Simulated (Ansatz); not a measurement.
The system is Ge.

```
CELL_PARAMETERS angstrom
0.00000 2.82891 2.82891
2.82891 0.00000 2.82891
2.82891 2.82891 0.00000
ATOMIC_POSITIONS crystal
Ge 0.76115 0.72677 0.75002
Ge 0.49963 0.48067 0.49330
```

The cell isn't the ideal one: atoms moved at random, drawn with an rms of 0.1 Å.

| Property | Result |
| --- | --- |
| Program | Ansatz 0.2.0 |
| Task | relaxation of the atoms |
| Functional | r2SCAN |
| Potentials or basis | all-electron PAW datasets made for the crystal |
| k mesh | 6 × 6 × 6 |
| Occupations | gaussian, width 0.025 eV |
| Spin | collinear spin, ferrimagnetic start |
| Starting moments | [0.5, -0.25] μB |

At the start: volume 22.64 Å³/atom.

Where does the relaxation end?

Over 4 steps the energy falls by 9.5 meV/atom; space group Fd-3m (No. 227, to 0.05 Å); moment 0.00 μB per cell.

The path:
| step | energy change (eV) | largest force (eV/Å) |
| --- | --- | --- |
| 1 | 0.0000 | 0.6663 |
| 2 | -0.0190 | 0.0389 |
| 3 | -0.0190 | 0.0389 |
| 4 | -0.0191 | 0.0001 |

Final structure:
```
Ge
1.0
     0.00000    2.82891    2.82891
     2.82891    0.00000    2.82891
     2.82891    2.82891    0.00000
Ge
2
Direct
  0.75539 0.72872 0.74666
  0.50539 0.47872 0.49666
```

Caveat: the program listed the state as in doubt; the starting moments weren't kept.
